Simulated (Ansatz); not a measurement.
Si built on the diamond prototype, relaxed with r2SCAN in Ansatz 0.2.0. It is cubic, Fd-3m (No. 227); conventional cell a = 5.444 Å, 20.17 Å³ an atom. Si has 4 Si at 2.36 Å.

The axes x, y and z are those of this cell:
```xyz
2
Lattice="0.0000 2.7221 2.7221 2.7221 0.0000 2.7221 2.7221 2.7221 0.0000" Properties=species:S:1:pos:R:3 pbc="T T T"
Si    0.0000    0.0000    0.0000
Si    1.3611    1.3611    1.3611
```

Unstrained: PBE gives an indirect gap of 0.583 eV, from Γ to Γ–X (0.84 of the way from Γ); the least direct gap is 2.557 eV at Γ. r2SCAN gives an indirect gap of 0.770 eV, from Γ to Γ–X (0.84 of the way from Γ); the least direct gap is 2.739 eV at Γ. The HSE06 gap is indirect, 1.144 eV (Γ to Γ–X (0.84 of the way from Γ)), below the direct gap of 3.312 eV at Γ. Meshes: PBE 8×8×8, r2SCAN 8×8×8, HSE06 6×6×6. Strains are changes of length per length. After each strain the atoms were relaxed again with r2SCAN within the symmetry that the strain leaves, so tilts or polar shifts that break it weren't tested; points keep the names that they have in the unstrained zone. Calculated for a static, non-magnetic cell.

Task: Apply uniaxial +2.0 % along z, other directions held. How far does the gap move, against the unstrained cell?

Result: PBE: the gap goes from 0.583 to 0.514 eV (-0.069 eV); with r2SCAN the top three valence levels at Γ, degenerate before, become 2+1 from the top over 151 meV. r2SCAN: the gap goes from 0.770 to 0.692 eV (-0.078 eV). HSE06: the gap goes from 1.144 to 1.068 eV (-0.076 eV). The r2SCAN energy rises by 4.2 meV an atom.

Task: Apply uniaxial +1.0 % along z, other directions held. How far does the gap move, against the unstrained cell?

Result: PBE: the gap goes from 0.583 to 0.548 eV (-0.035 eV); with r2SCAN the top three valence levels at Γ, degenerate before, become 2+1 from the top over 75 meV. r2SCAN: the gap goes from 0.770 to 0.731 eV (-0.039 eV). HSE06: the gap goes from 1.144 to 1.106 eV (-0.038 eV). The r2SCAN energy rises by 1.0 meV an atom.

Task: Apply uniaxial -1.0 % along z, other directions held. How far does the gap move, against the unstrained cell?

Result: PBE: the gap goes from 0.583 to 0.458 eV (-0.125 eV); with r2SCAN the top three valence levels at Γ, degenerate before, become 1+2 from the top over 75 meV. r2SCAN: the gap goes from 0.770 to 0.639 eV (-0.131 eV). HSE06: the gap goes from 1.144 to 1.014 eV (-0.130 eV). The r2SCAN energy rises by 1.1 meV an atom.

Task: Estimate what uniaxial -3.0 % along z, other directions held does to the gap.

Result: PBE: the gap goes from 0.583 to 0.204 eV (-0.379 eV); with r2SCAN the top three valence levels at Γ, degenerate before, become 1+2 from the top over 224 meV. r2SCAN: the gap goes from 0.770 to 0.372 eV (-0.398 eV). HSE06: the gap goes from 1.144 to 0.749 eV (-0.395 eV). The r2SCAN energy rises by 9.7 meV an atom.

Task: Apply uniaxial -2.0 % along z, other directions held. How far does the gap move, against the unstrained cell?

Result: PBE: the gap goes from 0.583 to 0.332 eV (-0.251 eV); with r2SCAN the top three valence levels at Γ, degenerate before, become 1+2 from the top over 150 meV. r2SCAN: the gap goes from 0.770 to 0.506 eV (-0.264 eV). HSE06: the gap goes from 1.144 to 0.882 eV (-0.262 eV). The r2SCAN energy rises by 4.3 meV an atom.

Task: Apply uniaxial +4.0 % along z, other directions held. How far does the gap move, against the unstrained cell?

Result: PBE: the gap goes from 0.583 to 0.445 eV (-0.138 eV); the edges go from Γ → Γ–X (0.84) to Γ → Γ–X (0.83); with r2SCAN the top three valence levels at Γ, degenerate before, become 2+1 from the top over 303 meV. r2SCAN: the gap goes from 0.770 to 0.616 eV (-0.154 eV); the edges go from Γ → Γ–X (0.84) to Γ → Γ–X (0.83). HSE06: the gap goes from 1.144 to 0.993 eV (-0.151 eV); the edges go from Γ → Γ–X (0.84) to Γ → Γ–X (0.83). The r2SCAN energy rises by 16.4 meV an atom.

Task: Apply uniaxial -4.0 % along z, other directions held. How far does the gap move, against the unstrained cell?

Result: PBE: the gap goes from 0.583 to 0.074 eV (-0.509 eV); so small a gap is at the limit of these settings; with r2SCAN the top three valence levels at Γ, degenerate before, become 1+2 from the top over 298 meV. r2SCAN: the gap goes from 0.770 to 0.236 eV (-0.534 eV). HSE06: the gap goes from 1.144 to 0.613 eV (-0.531 eV). The r2SCAN energy rises by 17.4 meV an atom.

Task: Apply uniaxial +3.0 % along z, other directions held. How far does the gap move, against the unstrained cell?

Result: PBE: the gap goes from 0.583 to 0.479 eV (-0.104 eV); the edges go from Γ → Γ–X (0.84) to Γ → Γ–X (0.83); with r2SCAN the top three valence levels at Γ, degenerate before, become 2+1 from the top over 227 meV. r2SCAN: the gap goes from 0.770 to 0.654 eV (-0.116 eV); the edges go from Γ → Γ–X (0.84) to Γ → Γ–X (0.83). HSE06: the gap goes from 1.144 to 1.030 eV (-0.114 eV); the edges go from Γ → Γ–X (0.84) to Γ → Γ–X (0.83). The r2SCAN energy rises by 9.3 meV an atom.

Where an edge lies off the special points, it is a point of the mesh or the k point where a search put PBE's edge or least direct gap, reused for the other functionals, whose own edges may lie a little apart.

The meshes of the hybrids are coarse, so their gaps aren't converged to the digits shown.

The splittings at Γ are without spin-orbit coupling, which regroups them where it is of like size or larger.
